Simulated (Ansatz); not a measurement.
# Zr2CO2 MXene monolayer in a perpendicular field, part 4 of 4

Aim: how the Zr2CO2 MXene monolayer screens a field along its normal, and what the field does to its bands. A positive field points along +c.

Ansatz 0.2.0; plane-wave DFT, PBE-D3(BJ), Ansatz PAW (the session's first sound run).

So far. Step 17 (Response at this level): The induced dipole is that of a conductor 5.49 Å thick. Step 18 (Same geometry, cutoff 420 eV, functional HSE06): The dipole is 0.0282 e·Å.

## 19. Same geometry, cutoff 420 eV, functional HSE06 (run 2)

Level of this step: plane-wave DFT, HSE06, Ansatz PAW (Ansatz).

The same run in the opposite field.

File input.yaml:

```yaml
crystal:
  lattice:
    - [3.2909635229, 0.0, 0.0]
    - [-1.6454817614, 2.8500580137, 0.0]
    - [0.0, 0.0, 22.6379547632]
  atoms:
    - { symbol: O, position: [0.3333333333, 0.6666666667, 0.3975624165] }
    - { symbol: Zr, position: [0.6666666667, 0.3333333333, 0.4384030474] }
    - { symbol: C, position: [0.0, 0.0, 0.5] }
    - { symbol: Zr, position: [0.3333333333, 0.6666666667, 0.5615969526] }
    - { symbol: O, position: [0.6666666667, 0.3333333333, 0.6024375835] }
kpoints:
  mp_grid: { grid: [6, 6, 1] }
hamiltonian:
  xc: hse06
scf:
  occupations: { method: fermi_dirac, width: 0.02585 }
  convergence: { dr2_threshold: 1.0e-09 }
efield:
  axis: 3
  dipole_correction: true
  ramp_position: 0.97
  ramp_width: 0.06
  amplitude: -0.1
output:
  write_potential: true
  write_density: true
  volumetric_format: npy
```

Launch:

```bash
> ansatz run input.yaml --threads 2 --pin off --max-ram 3072MiB --backend cpu --events-out ev --progress --plain --runs-dir out
```

Numbers of over 12 decimals in the logs are rounded to 6 here.

Output:

```text
[...]
Crystal: 5 atoms, lattice volume = 212.331 Å³
Basis set: ecut = 420 eV, 4227 PW (Γ)
Bands: 25, of which v1, the nominal top of the filled ones, is band 20 counted from 1 (19 counted from 0)
Symmetry: 6 space group operations
k-points: 7 of 36 (time reversal used)
[...]
--- Band table (eV; the first three rows and the last of 7) ---
  k-point 0: bands = [... 16 lower, -5.3093, -1.8599, -0.4717, -0.4717, 2.3041, 2.3041]
  k-point 1: bands = [... 16 lower, -4.9501, -2.1216, -1.5920, -1.1827, 1.9021, 3.2294]
  k-point 2: bands = [... 16 lower, -4.9013, -3.3024, -2.0469, -1.6673, 1.4070, 3.9101]
  k-point 6: bands = [... 16 lower, -4.7835, -3.0928, -3.0786, -3.0682, 2.6516, 3.6610]
[...]
[key lines of the parts left out:]
Free energy (F): -9764.140151 eV
Fermi energy:    0.356633 eV
Dipole field:    D = -0.024008 V/Å  (p = -0.028171 e·Å, saw-weighted, corrected)
```

It took 24 s on 2 threads of Intel Xeon 6975P-C (Granite Rapids), shared host; peak memory 2.3 GiB.

The dipole is -0.0282 e·Å.

## 20. Comparing the runs

Times are for 2 threads of Intel Xeon 6975P-C (Granite Rapids), shared host. Results by setting:

```tsv
no.	functional	field	dipole along the normal (e·Å)	time	memory (GiB)
1	lda	0.1 V/Å	0.02890	1.8 s	0.47
2	lda	-0.1 V/Å	-0.02890	1.8 s	0.48
3	pbe	0.1 V/Å	0.02890	1.9 s	0.48
4	pbe	-0.1 V/Å	-0.02890	1.9 s	0.48
5	r2scan	0.1 V/Å	0.02847	5.7 s	0.83
6	r2scan	-0.1 V/Å	-0.02847	5.9 s	0.82
7	hse06	0.1 V/Å	0.02817	30 s	2.3
8	hse06	-0.1 V/Å	-0.02817	24 s	2.3
```

## 21. Response at this level

This step: plane-wave DFT, HSE06, Ansatz PAW; response to a field along the normal, atoms held (Ansatz 0.2.0).

The induced dipole is that of a conductor 5.43 Å thick.

## 22. A changed input

This step: plane-wave DFT, PBE-D3(BJ), Ansatz PAW (Ansatz 0.2.0).

A run with a changed input: it repeats the earlier run at 0.1 V/Å with efield.dipole_correction from true to false.

input.yaml, the sections that differ from step 19:

```yaml
kpoints:
  mp_grid: { grid: [18, 18, 1] }
  band_path:
    path: [[0, 0, 0], [0.5, 0, 0], [0.33333333, 0.33333333, 0], [0, 0, 0]]
    npoints: 16
hamiltonian:
  xc: pbe
  dispersion: d3bj
scf:
  occupations: { method: fermi_dirac, width: 0.02585 }
  convergence: { dr2_threshold: 1.0e-10 }
efield:
  axis: 3
  dipole_correction: false
  ramp_position: 0.97
  ramp_width: 0.06
  amplitude: 0.1
# crystal, output: as in step 19
```

Output:

```text
[...]
Crystal: 5 atoms, lattice volume = 212.331 Å³
Basis set: ecut = 420 eV, 4227 PW (Γ)
Bands: 25, of which v1, the nominal top of the filled ones, is band 20 counted from 1 (19 counted from 0)
Symmetry: 6 space group operations
k-points: 37 of 324 (time reversal used)
[...]
SCF iter   1: F=—  HF=-9760.711674 eV  |F-HF|=—  |Δ(HF+E_count)|=         —  Δρ=3.51e-3  dr2=1.12e-1  ethr=1.77e-3  p=-0.000 e·Å  V_vac-E_F(+/−)=5.94/3.93 eV  ⟨swp⟩=8.6  Hψ=4900  notcnv=0
[...]
SCF iter  14: F=-9760.697704 eV  HF=-9760.697704 eV  |F-HF|=6.00e-11  |Δ(HF+E_count)|=  4.00e-11  Δρ=1.31e-7  dr2=3.87e-11  ethr=1.00e-12  p=0.038 e·Å  V_vac-E_F(+/−)=5.87/3.94 eV  ⟨swp⟩=7.3  Hψ=2845  notcnv=0
SCF 1 converged in 14 iterations: F = -9760.697704 eV  dr2 = 3.87e-11
[...]
SCF converged after 14 iterations
Free energy (F): -9760.697704 eV
[...]
Internal energy: -9760.697704 eV  (E = F + TS)
E sigma→0 (E₀):  -9760.697704 eV
Fermi energy:    0.487701 eV
Dipole field:    D = 0.032681 V/Å  (p = 0.038348 e·Å, saw-weighted)
Work function:   not extracted (applied field tilts the vacuum); planar V_es + V_field profile in the machine report
[...]
--- Band table (eV; the first three rows and the last of 37) ---
  k-point 0: bands = [... 16 lower, -4.1352, -1.1641, 0.0263, 0.0263, 1.8928, 1.8928, 2.3149, 3.3149, ... 1 higher]
  k-point 1: bands = [... 16 lower, -4.0831, -1.1016, -0.2420, -0.1011, 1.9325, 2.0504, 2.3274, 3.3294, ... 1 higher]
  k-point 2: bands = [... 16 lower, -3.9466, -0.9914, -0.8133, -0.3773, 1.7824, 2.3976, 2.5581, 3.4026, ... 1 higher]
  k-point 36: bands = [... 16 lower, -3.5998, -2.2535, -2.2359, -2.2187, 2.1994, 3.1075, 3.1483, 3.9495, ... 1 higher]
```

Wall time 12 s (2 threads); peak memory 0.62 GiB; 24 s of CPU time.

```tsv
quantity	this run	earlier run	difference
dipole along the normal (e·Å)	0.03835	0.02890	0.0094
gap along the path (eV)	0.9501	0.9501	-3.2e-5
smallest direct gap along the path (eV)	1.866	1.866	-4.0e-5
gap on the k-mesh (eV)	0.9501	0.9501	-3.2e-5
```

With the dipole correction off, the periodic images add a field of their own to the typed one.

What moves beyond 0.01 in its unit (for the dipole 0.5 % and 5e-5 e·Å): dipole along the normal (+0.00945 e·Å).

These numbers are not those of the isolated slab.

## 23. Outcome

```
gap without field                          : 0.950 eV
ionisation energy, upper face              : 5.38 eV
electron affinity, upper face              : 4.43 eV
equivalent conductor thickness, atoms held : 5.58 Å
equivalent conductor thickness, LDA        : 5.58 Å
equivalent conductor thickness, PBE        : 5.58 Å
equivalent conductor thickness, r2SCAN     : 5.49 Å
equivalent conductor thickness, HSE06      : 5.43 Å
```

The induced dipole equals that of a perfect conductor 5.58 Å thick, while the outer atoms lie 4.64 Å apart; an out-of-plane ε follows only once a thickness t is chosen, by 1 − 1/ε = 5.58 Å / t. The gap stays within 0.01 eV of 0.95 eV over the fields run, up to 0.5 V/Å in size. Across the functionals the thickness runs from 5.43 to 5.58 Å; those runs use a coarser k-mesh, so they are to be compared with each other. Semilocal functionals give gaps that are too small, and excitons are not included. Spin-orbit coupling is left out. The MXene's terminations sit over the metal atoms of its far layer; the site over carbon or nitrogen, which some compounds prefer, was not run.

[Logs are printed without paths, hosts, clocks, repeated set-up lines and the standing remarks that a program may print on its own settings, such as how far it seeks lower states.]

[Hosts, paths, dates, database ids (printed as entryN), source tags and the programs' standing remarks are cut or masked in the printed files.]

[Maps of the electrostatic potential energy from Ansatz leave out the sawtooth potential of an applied field or a dipole correction, so their vacuum need not be flat; planar profiles and work functions include it.]
